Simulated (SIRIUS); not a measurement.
Crystal: CoO.

```
CELL_PARAMETERS angstrom
0.00000 2.13150 2.13150
2.13150 0.00000 2.13150
2.13150 2.13150 0.00000
ATOMIC_POSITIONS crystal
Co 0.00000 0.00000 0.00000
O 0.50000 0.50000 0.50000
```

Base run:

| Quantity | Value |
| --- | --- |
| Program | SIRIUS 7.12.0 |
| Functional | PBE |
| Potentials or basis | PseudoDojo 0.4.1 PBE standard (scalar relativistic) |
| Cutoff | 1307 eV |
| Density cutoff | 5227 eV |
| k mesh | 8 × 8 × 8 |
| Occupations | fermi-dirac, width 0.05 eV |
| Spin | collinear spin, ferromagnetic start |
| Starting moments | [2.0, 0.0] μB |
| Hubbard terms | Co d U = 2 eV |

Its results: band gap on the k mesh none (metal or under the smearing width); pressure -0.5 GPa; net moment 2.99 μB per cell.

**Question.** After a change of settings the same cell gave: band gap on the k mesh none (metal or under the smearing width); pressure 1.2 GPa; net moment 2.91 μB per cell. Which change was it?
A. hubbard terms from Co d U = 2 eV to Co d U = 6 eV
B. hubbard terms from Co d U = 2 eV to none; hubbard projectors from orthogonalised atomic orbitals to none; start of the occupations from the program's own to none
C. hubbard terms from Co d U = 2 eV to Co d U = 4 eV

**Answer.** C.

Caveats: a cell with one magnetic atom can't hold antiferromagnetic order, which such compounds often take.
